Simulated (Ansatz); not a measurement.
# InSb: the cost of one run

Program: Ansatz 0.2.0. Level of theory: DFT PBE, scalar-relativistic, plane waves, PAW. These are calculated values, not measurements.

1 further run of the same task is left out (it didn't finish).

### Step 1. Starting point

The structure is cubic, space group F-43m (No. 216). Conventional cell: a = 6.478 Å, b = 6.478 Å, c = 6.478 Å, α = 90.00°, β = 90.00°, γ = 90.00°. In (site symmetry -43m) is surrounded by 4 Sb at 2.81 Å. Sb (site symmetry -43m) has 4 In at 2.81 Å as nearest neighbours.

As a file:

```
CELL_PARAMETERS angstrom
0.00000 3.23910 3.23910
3.23910 0.00000 3.23910
3.23910 3.23910 0.00000
ATOMIC_POSITIONS crystal
In 0.00000 0.00000 0.00000
Sb 0.25000 0.25000 0.25000
```

The structure comes from the Crystallography Open Database.

### Step 2. The base run

File input.yaml:

```yaml
crystal:
  lattice:
    - [0.0, 3.2391, 3.2391]
    - [3.2391, 0.0, 3.2391]
    - [3.2391, 3.2391, 0.0]
  atoms:
    - { symbol: In, position: [0.0, 0.0, 0.0] }
    - { symbol: Sb, position: [0.25, 0.25, 0.25] }
basis:
  ecutwfc: 420
  fft_grid_basis: typed
kpoints:
  mp_grid: { grid: [10, 10, 10] }
hamiltonian:
  xc: pbe
scf:
  occupations: { method: gaussian, width: 0.05 }
output:
  forces: true
  stress: true
  eigenvalues: true
  bader: true
  write_density: true
  volumetric_format: npy
  elf: true
```

Command:

```console
ansatz run input.yaml --threads 2 --pin off --max-ram 4096MiB --backend cpu --events-out ev --progress --plain --runs-dir out
```

Q: Estimate wall time and peak memory on 2 threads of Intel Xeon Platinum 8259CL at 2.50GHz (Skylake/Cascade Lake), shared host.

About 15 s, with a peak of 0.45 GiB.
